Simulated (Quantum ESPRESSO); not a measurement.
# Sn (I4/mmm) in Quantum ESPRESSO: equation of state

How stiff is Sn in PBEsol, and what volume does it want? The cell is scaled to several volumes.

All numbers are computed with Quantum ESPRESSO 7.5; they aren't measurements. Logs are shortened: lines on timing, memory, paths and dates and some standing lists are left out, and cuts for length are marked.

### Step 1. The structure

Symmetry: I4/mmm, No. 139, tetragonal system. Conventional cell: a = 4.058 Å, b = 4.058 Å, c = 3.322 Å, α = 90.00°, β = 90.00°, γ = 90.00°. Around Sn (site symmetry 4/mmm) lie 10 Sn at 3.32 Å.

This isn't the form of Sn at room conditions, which is tetragonal (white tin).

### Step 2. Single point, PBEsol, 25.71 Å³/atom

pw.in

```
&CONTROL
  calculation = 'scf'
  prefix = 'pwscf'
  outdir = './tmp'
  pseudo_dir = './pseudo'
  tstress = .true.
  disk_io = 'nowf'
/
&SYSTEM
  ibrav = 0
  nat = 1
  ntyp = 1
  ecutwfc = 68
  ecutrho = 544
  nbnd = 13
  occupations = 'smearing'
  smearing = 'fd'
  degauss = 0.00367493
/
&ELECTRONS
  conv_thr = 2d-10
  electron_maxstep = 120
  mixing_beta = 0.5
/
ATOMIC_SPECIES
Sn   118.7100 sn_pbesol_v1.4.uspp.F.UPF
CELL_PARAMETERS angstrom
  -1.9877657590    1.9877657590    1.6268574157
   1.9877657590   -1.9877657590    1.6268574157
   1.9877657590    1.9877657590   -1.6268574157
ATOMIC_POSITIONS crystal
Sn     0.0000000000    0.0000000000    0.0000000000
K_POINTS automatic
10 10 10 0 0 0
```

Potentials or basis: GBRV 1.5 PBEsol.

Launch:

```console
OMP_NUM_THREADS=1 mpirun -n 2 pw.x -nk 2 -in pw.in > pw.out
```

pw.out:

```text
This program is part of the open-source Quantum ESPRESSO suite
     for quantum simulation of materials; please cite
[... 13 lines left out ...]
     --------------------
     sticks:   dense  smooth     PW     G-vecs:    dense   smooth      PW
     Sum        1417     703    253                37167    13089    2765

     Using Slab Decomposition

     bravais-lattice index     =            0
     lattice parameter (alat)  =       6.1377  a.u.
     unit-cell volume          =     173.5148 (a.u.)^3
     number of atoms/cell      =            1
     number of atomic types    =            1
     number of electrons       =        14.00
     number of Kohn-Sham states=           13
     kinetic-energy cutoff     =      68.0000  Ry
     charge density cutoff     =     544.0000  Ry
     scf convergence threshold =      2.0E-10
     mixing beta               =       0.5000
     number of iterations used =            8  plain     mixing
     Exchange-correlation= SLA  PW   PSX  PSC
                           (   1   4  10   8   0   0   0)

     celldm(1)=   6.137710  celldm(2)=   0.000000  celldm(3)=   0.000000
     celldm(4)=   0.000000  celldm(5)=   0.000000  celldm(6)=   0.000000

     crystal axes: (cart. coord. in units of alat)
               a(1) = (  -0.612009   0.612009   0.500890 )
               a(2) = (   0.612009  -0.612009   0.500890 )
               a(3) = (   0.612009   0.612009  -0.500890 )

     reciprocal axes: (cart. coord. in units 2 pi/alat)
               b(1) = ( -0.000000  0.816982  0.998224 )
               b(2) = (  0.816982 -0.000000  0.998224 )
               b(3) = (  0.816982  0.816982  0.000000 )

     PseudoPot. # 1 for Sn read from file:
     sn_pbesol_v1.4.uspp.F.UPF
     Pseudo is Ultrasoft + core correction, Zval = 14.0
     Generated by new atomic code, or converted to UPF format
     Using radial grid of  891 points,  6 beta functions with:
                l(1) =   0
                l(2) =   0
                l(3) =   1
                l(4) =   1
                l(5) =   2
                l(6) =   2
     Q(r) pseudized with  8 coefficients,  rinner =    1.350   1.350   1.350
                                                       1.350   1.350

     atomic species   valence    mass     pseudopotential
     Sn               14.00   118.71000     Sn( 1.00)

     16 Sym. Ops., with inversion, found

   Cartesian axes

     site n.     atom                  positions (alat units)
         1        Sn     tau(   1) = (   0.0000000   0.0000000   0.0000000  )

     number of k points=   102  Fermi-Dirac smearing, width (Ry)=  0.0037

     Number of k-points >= 100: set verbosity='high' to print them.

     Dense  grid:    37167 G-vectors     FFT dimensions: (  45,  45,  45)

     Smooth grid:    13089 G-vectors     FFT dimensions: (  36,  36,  36)

     Initial potential from superposition of free atoms

     starting charge      13.0000, renormalised to      14.0000
     Starting wfcs are    9 randomized atomic wfcs +    4 random wfcs

     Self-consistent Calculation

     iteration #  1     ecut=    68.00 Ry     beta= 0.50
     Davidson diagonalization with overlap
     ethr =  1.00E-02,  avg # of iterations =  7.3

     total energy              =    -158.64908359 Ry
     estimated scf accuracy    <       1.14894652 Ry

     iteration #  2     ecut=    68.00 Ry     beta= 0.50
     Davidson diagonalization with overlap
     ethr =  8.21E-03,  avg # of iterations =  2.0

     total energy              =    -158.91671032 Ry
     estimated scf accuracy    <       0.01140221 Ry

     iteration #  3     ecut=    68.00 Ry     beta= 0.50
     Davidson diagonalization with overlap
     ethr =  8.14E-05,  avg # of iterations =  4.2

     total energy              =    -158.91790973 Ry
     estimated scf accuracy    <       0.00289416 Ry

     iteration #  4     ecut=    68.00 Ry     beta= 0.50
     Davidson diagonalization with overlap
     c_bands:  1 eigenvalues not converged
     ethr =  2.07E-05,  avg # of iterations =  2.8

     total energy              =    -158.91827371 Ry
     estimated scf accuracy    <       0.00029845 Ry

     iteration #  5     ecut=    68.00 Ry     beta= 0.50
     Davidson diagonalization with overlap
     ethr =  2.13E-06,  avg # of iterations =  3.9

     total energy              =    -158.91837723 Ry
     estimated scf accuracy    <       0.00001492 Ry

     iteration #  6     ecut=    68.00 Ry     beta= 0.50
     Davidson diagonalization with overlap
     ethr =  1.07E-07,  avg # of iterations =  1.6

     total energy              =    -158.91837389 Ry
     estimated scf accuracy    <       0.00000608 Ry

     iteration #  7     ecut=    68.00 Ry     beta= 0.50
     Davidson diagonalization with overlap
     ethr =  4.34E-08,  avg # of iterations =  2.0

     total energy              =    -158.91837583 Ry
     estimated scf accuracy    <       0.00000006 Ry

     iteration #  8     ecut=    68.00 Ry     beta= 0.50
     Davidson diagonalization with overlap
     ethr =  4.03E-10,  avg # of iterations =  3.5

     total energy              =    -158.91837586 Ry
     estimated scf accuracy    <          1.1E-09 Ry

     iteration #  9     ecut=    68.00 Ry     beta= 0.50
     Davidson diagonalization with overlap
     ethr =  8.06E-12,  avg # of iterations =  4.1

     total energy              =    -158.91837586 Ry
     estimated scf accuracy    <          2.1E-10 Ry

     iteration # 10     ecut=    68.00 Ry     beta= 0.50
     Davidson diagonalization with overlap
     ethr =  1.52E-12,  avg # of iterations =  2.2

     End of self-consistent calculation

     Number of k-points >= 100: set verbosity='high' to print the bands.

     the Fermi energy is    11.5092 ev

!    total energy              =    -158.91837586 Ry
     estimated scf accuracy    <          4.3E-13 Ry
     smearing contrib. (-TS)   =      -0.00027582 Ry
     internal energy E=F+TS    =    -158.91810004 Ry

     The total energy is F=E-TS. E is the sum of the following terms:
     one-electron contribution =     -51.17716701 Ry
     hartree contribution      =      36.16788980 Ry
     xc contribution           =     -42.57604633 Ry
     ewald contribution        =    -101.33277649 Ry

     convergence has been achieved in  10 iterations

     Computing stress (Cartesian axis) and pressure

          total   stress  (Ry/bohr**3)                   (kbar)     P=       10.95
   0.00002784   0.00000000  -0.00000000            4.09        0.00       -0.00
   0.00000000   0.00002784  -0.00000000            0.00        4.09       -0.00
   0.00000000   0.00000000   0.00016754            0.00        0.00       24.65

=------------------------------------------------------------------------------=
   JOB DONE.
=------------------------------------------------------------------------------=
```

It took 32 s on 2 MPI ranks of Intel Xeon at 2.70GHz, shared host; peak memory 0.26 GiB.

Results:

```
Free energy            : -2162.1947 eV
Pressure               : 1.1 GPa
Band gap on the k mesh : none (metal or under the smearing width)
```

### Step 3. Single point, PBEsol, 26.26 Å³/atom

pw.in, as its differences from that of step 2:

```diff
@@ -27,5 +27,5 @@
 CELL_PARAMETERS angstrom
-  -1.9877657590    1.9877657590    1.6268574157
-   1.9877657590   -1.9877657590    1.6268574157
-   1.9877657590    1.9877657590   -1.6268574157
+  -2.0017645706    2.0017645706    1.6383145356
+   2.0017645706   -2.0017645706    1.6383145356
+   2.0017645706    2.0017645706   -1.6383145356
 ATOMIC_POSITIONS crystal
```

Potentials or basis: GBRV 1.5 PBEsol.

Launch:

```console
OMP_NUM_THREADS=1 mpirun -n 2 pw.x -nk 2 -in pw.in > pw.out
```

Run time: 37 s. Hardware: 2 MPI ranks of Intel Xeon at 2.70GHz, shared host; peak memory 0.26 GiB.

The run converged. Its results:

* Free energy: -2162.1970 eV
* Pressure: -0.1 GPa
* Band gap on the k mesh: none (metal or under the smearing width)

### Step 4. Single point, PBEsol, 26.81 Å³/atom

pw.in, as its differences from that of step 3:

```diff
@@ -27,5 +27,5 @@
 CELL_PARAMETERS angstrom
-  -2.0017645706    2.0017645706    1.6383145356
-   2.0017645706   -2.0017645706    1.6383145356
-   2.0017645706    2.0017645706   -1.6383145356
+  -2.0155702798    2.0155702798    1.6496136136
+   2.0155702798   -2.0155702798    1.6496136136
+   2.0155702798    2.0155702798   -1.6496136136
 ATOMIC_POSITIONS crystal
```

Launch:

```console
OMP_NUM_THREADS=1 mpirun -n 2 pw.x -nk 2 -in pw.in > pw.out
```

It took 31 s on 2 MPI ranks of Intel Xeon at 2.70GHz, shared host; peak memory 0.28 GiB.

The run converged. Its results:

```yaml
Free_energy: -2162.1954 eV
Pressure: -1.2 GPa
Band_gap_on_the_k_mesh: none (metal or under the smearing width)
```

### Step 5. Single point, PBEsol, 27.35 Å³/atom

pw.in, as its differences from that of step 4:

```diff
@@ -27,5 +27,5 @@
 CELL_PARAMETERS angstrom
-  -2.0155702798    2.0155702798    1.6496136136
-   2.0155702798   -2.0155702798    1.6496136136
-   2.0155702798    2.0155702798   -1.6496136136
+  -2.0291894110    2.0291894110    1.6607599896
+   2.0291894110   -2.0291894110    1.6607599896
+   2.0291894110    2.0291894110   -1.6607599896
 ATOMIC_POSITIONS crystal
```

Launch:

```console
OMP_NUM_THREADS=1 mpirun -n 2 pw.x -nk 2 -in pw.in > pw.out
```

It took 33 s on 2 MPI ranks of Intel Xeon at 2.70GHz, shared host; peak memory 0.28 GiB.

Results (log left out):

| Quantity | Value |
| --- | --- |
| Free energy | -2162.1902 eV |
| Pressure | -2.2 GPa |
| Band gap on the k mesh | none (metal or under the smearing width) |

### Step 6. Single point, PBEsol, 27.90 Å³/atom

pw.in, as its differences from that of step 5:

```diff
@@ -27,5 +27,5 @@
 CELL_PARAMETERS angstrom
-  -2.0291894110    2.0291894110    1.6607599896
-   2.0291894110   -2.0291894110    1.6607599896
-   2.0291894110    2.0291894110   -1.6607599896
+  -2.0426281431    2.0426281431    1.6717587207
+   2.0426281431   -2.0426281431    1.6717587207
+   2.0426281431    2.0426281431   -1.6717587207
 ATOMIC_POSITIONS crystal
```

Potentials or basis: GBRV 1.5 PBEsol.

Launch:

```console
OMP_NUM_THREADS=1 mpirun -n 2 pw.x -nk 2 -in pw.in > pw.out
```

Run time: 33 s. Hardware: 2 MPI ranks of Intel Xeon at 2.70GHz, shared host; peak memory 0.28 GiB.

Results (log left out):

```
Free energy            : -2162.1821 eV
Pressure               : -3.0 GPa
Band gap on the k mesh : none (metal or under the smearing width)
```

### Step 7. Single point, PBEsol, 28.45 Å³/atom

pw.in, as its differences from that of step 6:

```diff
@@ -27,5 +27,5 @@
 CELL_PARAMETERS angstrom
-  -2.0426281431    2.0426281431    1.6717587207
-   2.0426281431   -2.0426281431    1.6717587207
-   2.0426281431    2.0426281431   -1.6717587207
+  -2.0558923339    2.0558923339    1.6826146010
+   2.0558923339   -2.0558923339    1.6826146010
+   2.0558923339    2.0558923339   -1.6826146010
 ATOMIC_POSITIONS crystal
```

Launch:

```console
OMP_NUM_THREADS=1 mpirun -n 2 pw.x -nk 2 -in pw.in > pw.out
```

Run time: 24 s. Hardware: 2 MPI ranks of Intel Xeon at 2.70GHz, shared host; peak memory 0.28 GiB.

The run converged. Its results:

```
Free energy            : -2162.1712 eV
Pressure               : -3.8 GPa
Band gap on the k mesh : none (metal or under the smearing width)
```

### Step 8. Single point, PBEsol, 28.99 Å³/atom

pw.in, as its differences from that of step 7:

```diff
@@ -27,5 +27,5 @@
 CELL_PARAMETERS angstrom
-  -2.0558923339    2.0558923339    1.6826146010
-   2.0558923339   -2.0558923339    1.6826146010
-   2.0558923339    2.0558923339   -1.6826146010
+  -2.0689875426    2.0689875426    1.6933321804
+   2.0689875426   -2.0689875426    1.6933321804
+   2.0689875426    2.0689875426   -1.6933321804
 ATOMIC_POSITIONS crystal
```

Launch:

```console
OMP_NUM_THREADS=1 mpirun -n 2 pw.x -nk 2 -in pw.in > pw.out
```

Run time: 26 s. Hardware: 2 MPI ranks of Intel Xeon at 2.70GHz, shared host; peak memory 0.28 GiB.

It converged, with:

```
Free energy            : -2162.1579 eV
Pressure               : -4.4 GPa
Band gap on the k mesh : none (metal or under the smearing width)
```

### Step 9. Equation of state, PBEsol

Potentials or basis: GBRV 1.5 PBEsol.

No new run: the results of the series are fitted here.

What came out:

```
Equilibrium volume                        : 26.30 Å³/atom
Bulk modulus at fixed shape and positions : 55 GPa
Pressure derivative of the bulk modulus   : 5.0
```

Energy against volume, from the lowest point:
| volume (Å³/atom) | energy (meV/atom) |
| --- | --- |
| 25.712 | 2.34 |
| 26.259 | 0.00 |
| 26.806 | 1.64 |
| 27.353 | 6.74 |
| 27.901 | 14.91 |
| 28.448 | 25.78 |
| 28.995 | 39.04 |

Caveat: the cell was scaled at fixed shape and fractional positions, which overstates the stiffness of a crystal with free parameters, most of all of layers and chains.
